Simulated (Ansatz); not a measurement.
Runs of Ansatz 0.2.0 on SnSe. Symmetry: Fm-3m, No. 225, cubic system. Conventional cell: a = 6.020 Å, b = 6.020 Å, c = 6.020 Å, α = 90.00°, β = 90.00°, γ = 90.00°. Around Sn (site symmetry m-3m) lie 6 Se at 3.01 Å. Around Se (site symmetry m-3m) lie 6 Sn at 3.01 Å. Measurements of this composition are mostly on another form, of space group No. 62.

```tsv
task	level	potentials or basis	cell	k mesh	cutoff (eV)	smearing	atoms under strain	points for each segment of the path	q mesh	gap on the mesh (eV)	pressure (GPa)	V0 of scaled cells (Å³/atom)	relaxed volume (Å³/atom)	B0 (GPa)
equation of state	PBE	PseudoDojo stringent	as given	8 × 8 × 8	1415	fermi-dirac 0.05 eV	-	-	-	-	-	(d)	-	49
single point	PBE	Ansatz PAW	as given	8 × 8 × 8	250	fermi-dirac 0.05 eV	-	-	-	0.54	(c)	-	-	-
relaxation of cell and atoms	BLYP	Ansatz PAW	relaxed	8 × 8 × 8	420	fermi-dirac 0.05 eV	-	-	-	(b)	0.0	-	30.05	-
elastic constants	r2SCAN	Ansatz PAW	as given	7 × 7 × 7	500	fixed	relaxed	-	-	-	-0.1	-	-	-
band structure	PBE	Ansatz PAW earlier set	as given	8 × 8 × 8	640	fermi-dirac 0.05 eV	-	14	-	-	0.9	-	-	-
equation of state	rPW86-PBE+rVV10	Ansatz PAW	as given	8 × 8 × 8	420	fermi-dirac 0.05 eV	-	-	-	-	-	28.48	-	49
band structure	PBEsol	Ansatz PAW	as given	8 × 8 × 8	420	fermi-dirac 0.05 eV	-	14	-	-	(a)	-	-	-
relaxation of cell and atoms	r2SCAN+D3(BJ)	Ansatz PAW	relaxed	8 × 8 × 8	500	fermi-dirac 0.05 eV	-	-	-	0.55	0.0	-	26.71	-
phonons	PBEsol	Ansatz PAW	as given	8 × 8 × 8	420	fixed	-	8	2 × 2 × 2	0.65	-	-	-	-
```

Alike in all rows: no spin polarisation.

Fill in the values left out.

(a) -1.9; (b) 0.03; (c) 1.0; (d) 27.80.

Caveats: spin-orbit coupling is left out, which moves the levels of the heavy elements (some runs); the PAW data sets come from PBE, with cores solved anew for the run's functional, which leaves a small shift of forces and pressure (some runs); the plane-wave basis is chosen anew once the cell has moved, so the energies of steps on either side of that aren't comparable (some runs); the pressure holds a Pulay correction of +21.0 GPa for the finite cutoff (some runs); the cutoff lies under the one recommended for these potentials (some runs); the volume moved by +10 % from the deposited cell, more than functionals usually miss (some runs); the potentials were made for another functional, which shifts forces and pressure (some runs).

A k mesh can miss the band edges, and the runs leave out spin-orbit coupling on Se, Sn.

The runs don't all hold the same shells in valence.
